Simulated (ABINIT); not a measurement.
Runs of ABINIT 10.8.3 (patched build) on Ge. The structure is orthorhombic, space group Cmmm (No. 65). Conventional cell: a = 2.794 Å, b = 5.201 Å, c = 2.698 Å, α = 90.00°, β = 90.00°, γ = 90.00°. Around Ge (site symmetry mmm) lie 8 Ge at 2.70 to 2.95 Å. This isn't the form of Ge at room conditions, which is diamond.

```csv
level,gap on the mesh (eV),pressure (GPa),relaxed volume (Å³/atom)
PBE+D2,none,0.0,18.32
PBE,none,0.1,19.47
PBE+D3,none,0.0,19.10
PBE+D3(BJ),none,0.0,(a)
```

Alike in all rows: task relaxation of cell and atoms; potentials or basis JTH PAW PBE v2.0; no spin polarisation; cell relaxed; k mesh 11 × 11 × 10; cutoff (eV) 599; smearing fermi-dirac 0.05 eV.

**Question.** Estimate the missing entries.

**Answer.** (a) 18.65.

Caveats: pairwise dispersion overbinds metals, which lowers pressure and volume (some runs).

A k mesh can miss the band edges, and the runs leave out spin-orbit coupling on Ge.

A gap of «none» marks a metal or a gap under the smearing width.
